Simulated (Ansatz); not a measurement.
# ZrC (Fm-3m) in Ansatz: equation of state

How stiff is ZrC in PBEsol, and what volume does it want? The cell is scaled to several volumes.

All numbers are computed with Ansatz 0.2.0; they aren't measurements. Logs are shortened: lines on timing, memory, paths and dates and some standing lists are left out, and cuts for length are marked.

### Step 1. The structure

The structure is cubic, space group Fm-3m (No. 225). Conventional cell: a = 4.730 Å, b = 4.730 Å, c = 4.730 Å, α = 90.00°, β = 90.00°, γ = 90.00°. Zr (site symmetry m-3m) is surrounded by 6 C at 2.37 Å. C (site symmetry m-3m) has 6 Zr at 2.37 Å as nearest neighbours.

### Step 2. Equation of state, PBEsol

Potentials or basis: all-electron LAPW, scalar-relativistic.

This step only gathers the single runs of the series.

Results:

```
Equilibrium volume                      : 12.73 Å³/atom
Bulk modulus                            : 236 GPa
Pressure derivative of the bulk modulus : 4.1
```

Energy against volume, from the lowest point:
```tsv
volume (Å³/atom)	energy (meV/atom)
12.434	5.05
12.699	0.00
12.963	3.14
13.228	13.64
13.493	30.79
13.757	53.91
14.022	82.42
```
